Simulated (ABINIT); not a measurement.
TiO:

```
CELL_PARAMETERS angstrom
2.85161 0.00000 0.00000
-1.42580 2.46956 0.00000
0.00000 0.00000 5.56750
ATOMIC_POSITIONS crystal
Ti 0.66667 0.33333 0.75000
Ti 0.33333 0.66667 0.25000
O 0.00000 0.00000 0.50000
O 0.00000 0.00000 0.00000
```

The cell comes from a database or a generator and needn't be the stable form of this composition.

Base run:

```yaml
Program: ABINIT 10.8.3 (patched build)
Functional: PBEsol
Potentials_or_basis: PseudoDojo NC SR PBEsol v0.4.1 standard
Cutoff: 1143 eV
k_mesh: 11 × 11 × 5
Occupations: fermi-dirac, width 0.05 eV
Spin: no spin polarisation
```

Its results: band gap on the k mesh none (metal or under the smearing width); pressure -10.4 GPa.

Task: The run is repeated on the same cell with these changes: functional from PBEsol to LDA; potentials or basis from PseudoDojo NC SR PBEsol v0.4.1 standard to JTH PAW LDA v2.0; cutoff from 1143 eV to 626 eV. What comes out?

Result: Band gap on the k mesh none (metal or under the smearing width); pressure -16.9 GPa.

Caveats: semilocal functionals often make such compounds metallic where correlation or magnetic order opens a gap, which also shifts bond lengths.

Not every run made on this cell is shown here.
